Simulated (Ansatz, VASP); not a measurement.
This is a calculation of PbS (Galena) for Ansatz 0.2.0. 

input.yaml

```yaml
crystal:
  lattice:
    - [0.0, 2.96575, 2.96575]
    - [2.96575, 0.0, 2.96575]
    - [2.96575, 2.96575, 0.0]
  atoms:
    - { symbol: Pb, position: [0.0, 0.0, 0.0] }
    - { symbol: S, position: [0.5, 0.5, 0.5] }
hamiltonian:
  xc: pbe
  pseudopotentials: { kind: paw }
kpoints:
  mp_grid: { grid: [8, 8, 8] }
scf:
  occupations: { method: gaussian, width: 0.015 }
output:
  forces: true
  stress: true
  eigenvalues: true
```

Potentials or basis: Ansatz PAW.

Command:

```sh
$ ansatz run input.yaml --threads 2 --pin off --max-ram 5632MiB --backend cpu --events-out ev --progress --plain --runs-dir out
```

Translate it to VASP 6.6.1. Potentials or basis there: PBE PAW files Pb_d, S, 520 eV.

As run (cutoffs and basis follow the program's own potentials, and thresholds, step limits or extra output files can differ):

File INCAR:

```
SYSTEM = PbS
PREC = Accurate
ENCUT = 520
EDIFF = 1E-6
ISMEAR = 0
SIGMA = 0.015
LREAL = .False.
LASPH = .True.
NELM = 60
ALGO = Normal
ISIF = 2
LWAVE = .False.
LCHARG = .False.
GGA = PE
NBANDS = 17
```

Contents of KPOINTS:

```
Automatic mesh
0
Gamma
  8 8 8
  0 0 0
```

Contents of POSCAR:

```
PbS
1.0
    0.0000000000      2.9657500000      2.9657500000
    2.9657500000      0.0000000000      2.9657500000
    2.9657500000      2.9657500000      0.0000000000
Pb S
1 1
Direct
    0.0000000000      0.0000000000      0.0000000000
    0.5000000000      0.5000000000      0.5000000000
```

Potentials or basis: VASP PAW PBE potentials, release 64 (Pb_d, S).

Launch:

```console
$ cat potpaw_PBE.64/Pb_d/POTCAR potpaw_PBE.64/S/POTCAR > POTCAR
$ mpirun -np 1 vasp_std > vasp.out
```

Both were run:

|  | Ansatz | VASP |
| --- | --- | --- |
| Pressure | 2.2 GPa | 2.1 GPa |

Ansatz's pressure holds a Pulay term of +0.02 GPa for its cutoff of 420 eV, which the other run lacks.

Where Ansatz's input types no cutoff or centring, it takes its own default and a Γ-centred mesh.

Pressure is positive in compression.
